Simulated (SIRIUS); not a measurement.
**Ta in SIRIUS: the effect of functional**

Crystal: Ta.

```xyz
1
Lattice="-1.6513 1.6513 1.6513 1.6513 -1.6513 1.6513 1.6513 1.6513 -1.6513" Properties=species:S:1:pos:R:3 pbc="T T T"
Ta    0.0000    0.0000    0.0000
```

Alike in all runs:

| Quantity | Value |
| --- | --- |
| Task | single point |
| Potentials or basis | PseudoDojo 0.4.1 PBE standard (scalar relativistic) |
| Cutoff | 807 eV |
| Density cutoff | 3227 eV |
| k mesh | 11 × 11 × 11 |
| Occupations | fermi-dirac, width 0.05 eV |
| Spin | no spin polarisation |

One run gave: pressure -1.9 GPa. Which functional did it use?
A. N12
B. BPBE
C. PBEsol
D. PBE
E. PW91

A.

| functional | program | pressure (GPa) |
| --- | --- | --- |
| PBE | SIRIUS 7.10.0 | 2.5 |
| LDA | SIRIUS 7.12.0 | -8.4 |
| PBEsol | SIRIUS 7.12.0 | -3.7 |
| RPBE | SIRIUS 7.10.0 | 6.0 |
| revPBE | SIRIUS 7.10.0 | 5.0 |
| BLYP | SIRIUS 7.10.0 | 8.5 |
| PW91 | SIRIUS 7.10.0 | 2.2 |
| AM05 | SIRIUS 7.10.0 | -4.2 |
| BPBE | SIRIUS 7.10.0 | 2.2 |
| N12 | SIRIUS 7.10.0 | -1.9 |
| APBE | SIRIUS 7.10.0 | 4.8 |

Caveats: the potentials were made for another functional, which shifts forces and pressure (some runs).

Not every run made on this cell is shown here.
